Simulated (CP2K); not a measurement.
# ZrN under changes of volume

One of the cells (12.167 Å³/atom); the others are scaled copies at fixed shape and fractional positions:

```
CELL_PARAMETERS angstrom
3.25269 0.00000 0.00000
1.62635 2.81691 0.00000
1.62635 0.93897 2.65581
ATOMIC_POSITIONS crystal
Zr 0.50000 0.50000 0.50000
N 0.00000 0.00000 0.00000
```

* Program: CP2K 2026.2
* Functional: PBEsol
* Potentials or basis: POTENTIAL_UZH Zr GTH-PBE-q12, N GTH-PBE-q5; TZVP-MOLOPT-PBE-GTH basis
* Density cutoff: 6123 eV
* k mesh: 10 × 10 × 10
* Occupations: fermi-dirac, width 0.0259 eV
* Spin: no spin polarisation

```tsv
volume (Å³/atom)	energy over the lowest point (meV/atom)	pressure (GPa)
11.437	19.69	12.8
11.680	5.20	6.4
11.924	0.00	0.6
12.167	?	?
12.410	13.79	-9.3
12.654	31.14	-13.5
12.897	54.53	-17.2
```

What does the run at 12.167 Å³/atom give?

Energy over the lowest point 3.15 meV/atom; pressure -4.6 GPa.

Worked out: A Birch-Murnaghan fit of order 3 (a polynomial in V^(-2/3)) to the other rows has its minimum at 11.95 Å³/atom with B0 = V·E''(V) = 266 GPa and B' = 4.3. It gives 3.15 meV/atom at 12.167 Å³/atom, against the run's 3.15, and -dE/dV = -4.6 GPa, against -4.6.

Energies are extrapolated to zero smearing.

Caveats: the potentials were made for another functional, which shifts forces and pressure; the basis of atomic orbitals isn't converged, which shifts pressures, moduli and gaps.
